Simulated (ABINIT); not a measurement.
Input of an ABINIT 10.8.3 (patched build) run:

run.abi

```
# Pseudopotentials
pp_dirpath "./"
pseudos "Be.upf"

# Structure
acell 3*1.0
rprim
     4.3185911126     0.0000000000     0.0000000000
    -2.1592955563     3.7400096121     0.0000000000
     0.0000000000     0.0000000000     6.7731563759
ntypat 1
znucl 4
natom 2
typat 1 1
xred
     0.6666666667     0.3333333333     0.7500000000
     0.3333333333     0.6666666667     0.2500000000

# Plane-wave basis
ecut 952.398519 eV

# k points
kptopt 1
ngkpt 10 10 6
nshiftk 1
shiftk 0.0 0.0 0.0

# Exchange and correlation
ixc 7

# Bands and occupations
nband 8
occopt 3
tsmear 0.00183747

# SCF cycle
nstep 100
tolvrs 1.0e-10

# Output
iomode 3
prtwf 0
prteig 0
prtebands 0
enunit 2
prtden 1
prtvha 1
prtvclmb 1
prtpot 1
prtelf 1
```

Potentials or basis: PseudoDojo NC SR LDA v0.4.1 standard.

The run is started by

```console
$ abinit run.abi > log 2>&1
```

What does it give for the band gap on the k mesh?

None (metal or under the smearing width).
